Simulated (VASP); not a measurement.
Here is a VASP 6.6.1 calculation.

INCAR

```
ALGO = Fast ; EDIFF = 1E-6
ENCUT = 520 ; GGA = PS
GGA_COMPAT = F ; ISIF = 2
ISMEAR = -1 ; LASPH = T
LCHARG = F ; LNONCOLLINEAR = T
LORBIT = 11 ; LREAL = F
LSORBIT = T ; LWAVE = F
MAGMOM = 0 0 0 0 0 0 0 0 0 0 0 0 0 0 0 0 0 0 ; NELM = 60
PREC = Accurate ; SIGMA = 0.05
```

Contents of KPOINTS:

```
k-points
0
Gamma
  5 5 6
```

The input POSCAR:

```
PbO2
1.0
    4.9949598700      0.0000000000      0.0000000000
    0.0000000000      4.9949598700      0.0000000000
    0.0000000000      0.0000000000      3.4090009600
Pb O
2 4
Direct
    0.5000000000      0.5000000000      0.5000000000
    0.0000000000      0.0000000000      0.0000000000
    0.6925710400      0.6925710400      0.0000000000
    0.8074289600      0.1925710400      0.5000000000
    0.1925710400      0.8074289600      0.5000000000
    0.3074289600      0.3074289600      0.0000000000
```

The input KPOINTS_OPT:

```
path GXMGZRAZ,XR,MA
10
line-mode
reciprocal
 0.0000000000  0.0000000000  0.0000000000  G
 0.0000000000  0.5000000000  0.0000000000  X

 0.0000000000  0.5000000000  0.0000000000  X
 0.5000000000  0.5000000000  0.0000000000  M

 0.5000000000  0.5000000000  0.0000000000  M
 0.0000000000  0.0000000000  0.0000000000  G

 0.0000000000  0.0000000000  0.0000000000  G
 0.0000000000  0.0000000000  0.5000000000  Z

 0.0000000000  0.0000000000  0.5000000000  Z
 0.0000000000  0.5000000000  0.5000000000  R

 0.0000000000  0.5000000000  0.5000000000  R
 0.5000000000  0.5000000000  0.5000000000  A

 0.5000000000  0.5000000000  0.5000000000  A
 0.0000000000  0.0000000000  0.5000000000  Z

 0.0000000000  0.5000000000  0.0000000000  X
 0.0000000000  0.5000000000  0.5000000000  R

 0.5000000000  0.5000000000  0.0000000000  M
 0.5000000000  0.5000000000  0.5000000000  A
```

Potentials or basis: VASP PAW PBE potentials, release 64 (Pb_d, O).

Launch:

```bash
$ cat potpaw_PBE.64/Pb_d/POTCAR potpaw_PBE.64/O/POTCAR > POTCAR
$ mpirun -np 1 vasp_ncl > vasp.out
```

(1) Estimate the largest force.

(2) What does it give for the pressure?

Answers

(1) 0.020 eV/Å.

(2) 0.2 GPa.

Caveat: the PAW data sets were made with another functional, which shifts forces and pressure a little.
